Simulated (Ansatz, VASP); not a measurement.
**One calculation of CdS (Greenockite), two programs**

```xyz
4
Lattice="4.1500 0.0000 0.0000 -2.0750 3.5940 0.0000 0.0000 0.0000 6.7370" Properties=species:S:1:pos:R:3 pbc="T T T"
Cd    2.0750    1.1980    3.3685
Cd    0.0000    2.3960    0.0000
S     2.0750    1.1980    5.8949
S     0.0000    2.3960    2.5264
```

Alike in both runs: task single point; functional PBE; k mesh 7 × 7 × 4; occupations gaussian, width 0.025 eV; no spin polarisation.

|  | VASP | Ansatz |
| --- | --- | --- |
| version | VASP 6.6.1 | Ansatz 0.2.0 |
| potentials or method | VASP PAW PBE potentials, release 64 (Cd, S) | Ansatz PAW |
| plane-wave cutoff (eV) | 520 | 420 |
| valence electrons in the cell | 36 | 52 |

VASP gave:

```
gap on the k mesh at the Fermi level (eV)       : 1.20
least direct gap on the mesh (eV)               : 1.20
pressure (GPa)                                  : 2.4
largest component of the traceless stress (GPa) : 0.44
rms of the force components (eV/Å)              : 0.040
```

Task: What did Ansatz give for the same quantities?

Result: gap on the k mesh at the Fermi level (eV): 1.20; least direct gap on the mesh (eV): 1.20; pressure (GPa): 2.1; largest component of the traceless stress (GPa): 0.42; rms of the force components (eV/Å): 0.039.

Atom by atom the forces differ by 0.001 eV/Å (rms over components). With one functional, cell and mesh, what is left measures potentials, basis and numerics. The two sets of potentials don't hold the same shells in valence.

Caveats: odd divisions of the mesh miss points on the zone boundary, where band edges often lie, so the gap on the mesh can be too wide (Ansatz). A hybrid or GW would open this gap; PBE tends to underestimate it.
